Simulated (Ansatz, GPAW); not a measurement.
This is a calculation of Sb for GPAW 26.7.0 (ASE script). The given cell was strained at random by a few per cent at fixed volume. This isn't the form of Sb at room conditions, which is rhombohedral.

The input run.py:

```python
from ase import Atoms
from ase.dft.bandgap import bandgap
from ase.io import write
from ase.units import GPa
from gpaw import GPAW, PW

atoms = Atoms(['Sb'],
              cell=[[-0.016763, 2.380707, 2.40165],
                    [2.369753, 0.044349, 2.340538],
                    [2.409631, 2.359473, 0.004471]],
              scaled_positions=[[-0.007538, 0.013091, -0.010743]],
              pbc=True)

calc = GPAW(mode=PW(600),
            xc='PBE',
            kpts={'size': (10, 10, 10), 'gamma': True},
            occupations={'name': 'fermi-dirac', 'width': 0.05},
            nbands=15,
            convergence={'density': 1e-05, 'energy': 1e-05},
            maxiter=150,
            txt='gpaw.txt')
atoms.calc = calc
energy = atoms.get_potential_energy()
forces = atoms.get_forces()
stress = atoms.get_stress()
calc.write('gs.gpw')
write('result.traj', atoms)
print(f'Energy: {energy:.6f} eV')
print('Forces (eV/A):')
print(forces.round(4))
print('Stress (GPa):', (stress / GPa).round(3))
print('Fermi level:', round(calc.get_fermi_level(), 4), 'eV')
print(f'Gap: {bandgap(calc)[0]:.4f} eV, direct: {bandgap(calc, direct=True)[0]:.4f} eV')
```

Potentials or basis: GPAW PAW data sets (gpaw-data 1.2.1), pw.

Launch:

```console
$ OMP_NUM_THREADS=1 python run.py
```

**Question.** Translate it to Ansatz 0.2.0. Potentials or basis there: Ansatz PAW, cutoff 420 eV.

**Answer.** As run (cutoffs and basis follow the program's own potentials, and thresholds, step limits or extra output files can differ):

The input input.yaml:

```yaml
crystal:
  lattice:
    - [-0.016763, 2.380707, 2.40165]
    - [2.369753, 0.044349, 2.340538]
    - [2.409631, 2.359473, 0.004471]
  atoms:
    - { symbol: Sb, position: [-0.007538, 0.013091, -0.010743] }
hamiltonian:
  xc: pbe
  pseudopotentials: { kind: paw }
kpoints:
  mp_grid: { grid: [10, 10, 10] }
scf:
  occupations: { method: fermi_dirac, width: 0.05 }
output:
  forces: true
  stress: true
  eigenvalues: true
```

Potentials or basis: Ansatz PAW.

Run with:

```console
$ ansatz run input.yaml --threads 2 --pin off --max-ram 5120MiB --backend cpu --events-out ev --progress --plain --runs-dir out
```

Both were run:

|  | GPAW | Ansatz |
| --- | --- | --- |
| Pressure | 1.4 GPa | 1.8 GPa |
| Energy over the undisturbed cell | -2.1 meV/atom | -2.0 meV/atom |

Ansatz's pressure holds a Pulay term of +0.04 GPa for its cutoff of 420 eV, which the other run lacks.

Where Ansatz's input types no cutoff or centring, it takes its own default and a Γ-centred mesh.

The undisturbed cell isn't at this level's minimum, so the move can lower the energy.

Pressure is positive in compression.
